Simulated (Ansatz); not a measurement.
# Zone-centre modes in GaP

These are results of Ansatz 0.2.0, DFT PBE, scalar-relativistic, plane waves, PAW, not measurements. The runs took a 420 eV cutoff, a Γ-centred 8×4×8 mesh and Gaussian smearing (0.05 eV). No spin polarisation.

Zero of the scan (relaxed at this level; this form isn't the usual structure):

```xyz
8
Lattice="-3.8846 0.0000 0.0000 0.0000 6.7283 0.0000 1.9423 -1.1214 -6.4347" Properties=species:S:1:pos:R:3 pbc="T T T"
Ga    0.0000    4.4856   -4.4609
Ga   -1.9423    1.1214   -4.4609
Ga    0.0000    4.4856   -1.9738
Ga   -1.9423    1.1214   -1.9738
P    -1.9423    5.6070   -5.3245
P     0.0000    2.2428   -5.3245
P    -1.9423    3.3642   -1.1102
P     0.0000    0.0000   -1.1102
```

Harmonic modes by finite displacements of 0.02 Å, without the LO–TO term. The cell doubles the primitive one, so its zone centre also holds the primitive cell's point q = (0, 0, 1/2).

(1) At this geometry, is the structure stable against these modes?

(2) List the wavenumbers in cm⁻¹.

## Answers

(1) Yes: no mode is imaginary beyond 10 cm⁻¹, and only the three translations lie near zero.

(2) 0, 0, 0, 72, 73, 91, 96, 109, 148, 187, 207, 252, 263, 269, 310, 313, 314, 327, 344, 352, 352, 353, 438, 445.

Cost: 1 run of about 4.6 core-minutes, on Intel Xeon 6975P-C (Granite Rapids) (shared hosts).